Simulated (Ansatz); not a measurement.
## How far is this CdTe from the hull?

All numbers below come from DFT PBE, scalar-relativistic, plane waves, PAW (Ansatz). Settings: cutoff 420 eV, Γ-centred meshes spaced at most about 0.3 Å⁻¹ (2π included), Gaussian smearing. No spin polarisation.

Formation energies are uncorrected and refer to the elements' standard structures at the same level.

Temperature and zero-point effects are left out. Spin–orbit coupling, which can matter for Te, is left out. The reference form of Te is held partly by dispersion forces, which this level lacks.

The competitors are the elements and 1 reference phase of this chemical system (from databases or known types: CdTe), relaxed at the same level; other known phases may be missing.

The candidate was reached from: 4-connected net, two elements alternating.

```cif
data_structure
_symmetry_space_group_name_H-M 'Pnma'
_symmetry_Int_Tables_number 62
_cell_length_a 8.6097
_cell_length_b 4.8142
_cell_length_c 8.0513
_cell_angle_alpha 90.000
_cell_angle_beta 90.000
_cell_angle_gamma 90.000
_cell_volume 333.72
loop_
_atom_site_label
_atom_site_type_symbol
_atom_site_symmetry_multiplicity
_atom_site_Wyckoff_symbol
_atom_site_fract_x
_atom_site_fract_y
_atom_site_fract_z
_atom_site_occupancy
Cd1 Cd 4 c 0.84713 0.75000 0.39737 1
Te1 Te 4 c 0.81407 0.25000 0.59228 1
```

Question: Is it stable, and against what?

Answer: Not the lowest form: another structure of the same formula lies lower. Its formation energy is -0.382 eV/atom. The lowest competing phase at this composition is this:

```
phase      space group  source  share of atoms  ΔE_f (eV/atom)
 CdTe  F-43m (No. 216)     COD          1.0000          -0.464
```

The candidate lies 82 meV/atom above this phase (83 meV/atom from unrounded values). The candidate matches no cell in the subsets of the Crystallography Open Database and the Materials Project at hand. It is metastable at best. Checks: phonons real on a 1×2×1 q mesh, imaginary between its points (to 16i cm⁻¹, which can come from the interpolation).
